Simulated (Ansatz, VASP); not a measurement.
## Two plane-wave programs on Mg

Contents of INCAR:

```
  ALGO = Fast
  EDIFF = 1E-6
  ENCUT = 520
  GGA = PE
  ISIF = 2
  ISMEAR = 0
  LASPH = True
  LCHARG = False
  LREAL = False
  LWAVE = False
  NBANDS = 7
  NELM = 100
  PREC = Accurate
  SIGMA = 0.15
```

Contents of KPOINTS:

```
k-points
0
Gamma
  18 18 18
```

File POSCAR:

```
Mg
1.0
   -1.6309433370      1.6309433370      1.6309433370
    1.6309433370     -1.6309433370      1.6309433370
    1.6309433370      1.6309433370     -1.6309433370
Mg
1
Direct
    0.0000000000      0.0000000000      0.0000000000
```

Input for Ansatz:

```yaml
crystal:
  lattice:
    - [-1.630943337, 1.630943337, 1.630943337]
    - [1.630943337, -1.630943337, 1.630943337]
    - [1.630943337, 1.630943337, -1.630943337]
  atoms:
    - { symbol: Mg, position: [0.0, 0.0, 0.0] }
basis:
  ecutwfc: 420
kpoints:
  mp_grid: { grid: [18, 18, 18] }
hamiltonian:
  xc: pbe
scf:
  occupations: { method: gaussian, width: 0.15 }
output:
  forces: true
  stress: true
  eigenvalues: true
```

Change from the starting cell: strain -0.080 along x and y, -0.080 along z, atoms carried along.

Alike in both runs: task single point; functional PBE; k mesh 18 × 18 × 18; occupations gaussian, width 0.15 eV; no spin polarisation.

|  | VASP | Ansatz |
| --- | --- | --- |
| version | VASP 6.6.1 | Ansatz 0.2.0 |
| potentials or method | VASP PAW PBE potentials, release 64 (Mg) | scalar-relativistic, plane waves, PAW |
| plane-wave cutoff (eV) | 520 | 420 |
| valence electrons in the cell | 2 | 10 |

```csv
,VASP,Ansatz,Ansatz less VASP
gap on the k mesh at the Fermi level (eV),none,none,-
pressure (GPa),17.0,17.0,+0.02
```

A gap of «none» marks a metal or a gap that the smearing closes. The functional is the same, so the differences come from potentials, cutoffs and numerics. The two sets of potentials don't hold the same shells in valence.

Caveats: so large a pressure means that the cell lies far from this level's equilibrium, or that cutoff or potentials fall short (VASP).
